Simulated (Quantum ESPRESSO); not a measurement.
Crystal: Zn.

```xyz
2
Lattice="2.6700 0.0000 0.0000 -1.3350 2.3123 0.0000 0.0000 0.0000 4.9660" Properties=species:S:1:pos:R:3 pbc="T T T"
Zn    1.3350    0.7708    3.7245
Zn    0.0000    1.5415    1.2415
```

| Quantity | Value |
| --- | --- |
| Program | Quantum ESPRESSO 7.5 |
| Task | phonons |
| Functional | PBE |
| Potentials or basis | Ansatz NC SR PBE |
| Cutoff | 1143 eV |
| Density cutoff | 4572 eV |
| k mesh | 9 × 9 × 5 |
| Occupations | cold, width 0.2 eV |
| Spin | no spin polarisation |
| Mixing beta | 0.5 |
| Most SCF iterations | 120 |
| SCF threshold | 4e-10 Ry |

Problem. Which optical modes does the crystal have at the zone centre, and which show in infrared and Raman spectra?

Solution. The optical modes are E2g + B1g. None is infrared active. Raman active: E2g.

Optical modes at Γ, degenerate ones joined:
```csv
cm⁻¹,components,symmetry,active in
63,2,E2g,Raman
142,1,B1g,silent
```

Caveat: the mesh is thin for the phonons of a metal.
